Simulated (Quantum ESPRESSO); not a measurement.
**WS2 (Tungstenite) in Quantum ESPRESSO: convergence with smearing width**

Crystal: WS2 (Tungstenite).

```xyz
6
Lattice="3.1800 0.0000 0.0000 -1.5900 2.7540 0.0000 0.0000 0.0000 12.5000" Properties=species:S:1:pos:R:3 pbc="T T T"
W     1.5900    0.9180    9.3750
W     0.0000    1.8360    3.1250
S     1.5900    0.9180    4.6875
S     0.0000    1.8360   10.9375
S     1.5900    0.9180    1.5625
S     0.0000    1.8360    7.8125
```

- Program: Quantum ESPRESSO 7.5
- Task: single point
- Functional: LDA
- Potentials or basis: GBRV 1.5 LDA
- Cutoff: 612 eV
- Density cutoff: 4898 eV
- k mesh: 10 × 10 × 3
- Occupations: fermi-dirac, width 0.5 eV
- Spin: no spin polarisation

These are the settings of the first run; the series varies smearing width, with any setting tied to it.

Hardware: 1 thread of Arm Neoverse V2 (shared host).

**Question.** The values tried are 0.5 eV, 0.3 eV, 0.2 eV, 0.136 eV, 0.1 eV, 0.05 eV, 0.025 eV, 0.01 eV, loosest first. From which on does the largest force stay within 0.005 eV/Å of the tightest run that finished?

**Answer.** From 0.2 eV on.

```tsv
smearing width	energy less the tightest run, at zero smearing (meV/atom)	pressure (GPa)	largest force (eV/Å)	gap on the mesh (eV)	SCF cycles	CPU time (s)	peak memory (GiB)
0.5 eV	48.35	-4.64	0.205	1.051	11	110	0.67
0.3 eV	7.58	-5.76	0.300	1.046	11	110	0.67
0.2 eV	1.16	-5.91	0.310	1.044	11	110	0.67
0.136 eV	0.15	-5.92	0.310	1.043	11	110	0.67
0.1 eV	0.02	-5.92	0.310	1.043	11	110	0.67
0.05 eV	0.00	-5.92	0.310	1.043	11	110	0.67
0.025 eV	0.00	-5.92	0.310	1.043	11	110	0.67
0.01 eV	0.00	-5.92	0.310	1.043	11	110	0.67
```

Against the tightest run, the energy stays within 1 meV/atom from 0.136 eV on; the pressure stays within 0.1 GPa from 0.2 eV on; the gap on the mesh stays within 0.01 eV from 0.5 eV on. The tightest run that finished is the yardstick and may itself not be fully converged.

Caveat, for the tightest run too: spin-orbit coupling is left out, which moves the levels of the heavy elements; an odd mesh through Γ misses points on the zone boundary, where band edges often lie.
